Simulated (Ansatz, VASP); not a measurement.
W: VASP beside Ansatz

```
CELL_PARAMETERS angstrom
-1.58234 1.58234 1.58234
1.58234 -1.58234 1.58234
1.58234 1.58234 -1.58234
ATOMIC_POSITIONS crystal
W 0.00000 0.00000 0.00000
```

Alike in both runs: task single point; functional PBE; k mesh 12 × 12 × 12; occupations gaussian, width 0.027 eV; no spin polarisation.

|  | VASP | Ansatz |
| --- | --- | --- |
| version | VASP 6.6.1 | Ansatz 0.2.0 |
| potentials or method | VASP PAW PBE potentials, release 64 (W_sv), cutoff 520 eV | all-electron LAPW, scalar-relativistic |

Ansatz gave:

```
gap on the k mesh at the Fermi level (eV) : none
pressure (GPa)                            : 6.1
```

Question: What did VASP give for the same quantities?

Answer: gap on the k mesh at the Fermi level (eV): none; pressure (GPa): 6.6.

A gap of «none» marks a metal or a gap that the smearing closes. Ansatz ran all-electron here, so the differences hold the error of VASP's frozen core and of both bases.

Spin-orbit coupling is left out, which matters for the levels of W.
